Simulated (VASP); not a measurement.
A run of VASP 6.6.1 is set up as follows.

File INCAR:

```
  PREC = Accurate
  ENCUT = 520
  EDIFF = 1E-6
  ISMEAR = 0
  SIGMA = 0.02
  LREAL = False
  LASPH = True
  NELM = 100
  ALGO = Fast
  ISIF = 2
  LWAVE = False
  LCHARG = False
  GGA = PE
  NBANDS = 11
```

File KPOINTS:

```
Automatic mesh
0
Gamma
  10 10 10
```

The input POSCAR:

```
BeS
1.0
    0.0000000000      2.4170619807      2.4170619807
    2.4170619807      0.0000000000      2.4170619807
    2.4170619807      2.4170619807      0.0000000000
Be S
1 1
Direct
    0.0000000000      0.0000000000      0.0000000000
    0.5000000000      0.5000000000      0.5000000000
```

Potentials or basis: VASP PAW PBE potentials, release 64 (Be, S).

Command:

```sh
$ cat potpaw_PBE.64/Be/POTCAR potpaw_PBE.64/S/POTCAR > POTCAR
$ mpirun -np 1 vasp_std > vasp.out
```

Problem. Estimate the pressure.

Solution. -11.0 GPa.

Problem. What does it give for the band gap on the k mesh?

Solution. 0.94 eV, indirect (least direct gap 3.58 eV).

A k mesh can miss the band edges.
